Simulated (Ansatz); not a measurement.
# CdF2 and the effect of the functional

The cell as given:

```yaml
crystal:
  lattice:
    - [0.00000, 2.69400, 2.69400]
    - [2.69400, 0.00000, 2.69400]
    - [2.69400, 2.69400, 0.00000]
  atoms:
    - { symbol: Cd, position: [0.00000, 0.00000, 0.00000] }
    - { symbol: F, position: [0.75000, 0.75000, 0.75000] }
    - { symbol: F, position: [0.25000, 0.25000, 0.25000] }
```

Kept alike: task relaxation of cell and atoms; k mesh 9 × 9 × 9; occupations fermi-dirac, width 0.05 eV; no spin polarisation. Program: Ansatz, Ansatz PAW, cutoff 420 eV. The mesh is that of the run's cell of 3 atoms. No spin-orbit coupling.

| run | volume (Å³/atom) |
| --- | --- |
| A | 14.111 |
| B | 14.240 |
| C | 14.429 |

The relaxations keep at least the cell's symmetry (Fm-3m). Relaxations stop with a little pressure left, so the last digits of a volume or edge aren't settled. Ansatz's relaxations hold a Pulay term in the stress (up to 0.8 GPa here). All rows use potentials made for PBE.

Problem. The runs differ in the functional alone: BLYP; RPBE; revPBE. Which run is which?

Solution. Run A is BLYP; run B is revPBE; run C is RPBE. The volume runs from 14.111 (BLYP) to 14.429 Å³/atom (RPBE).
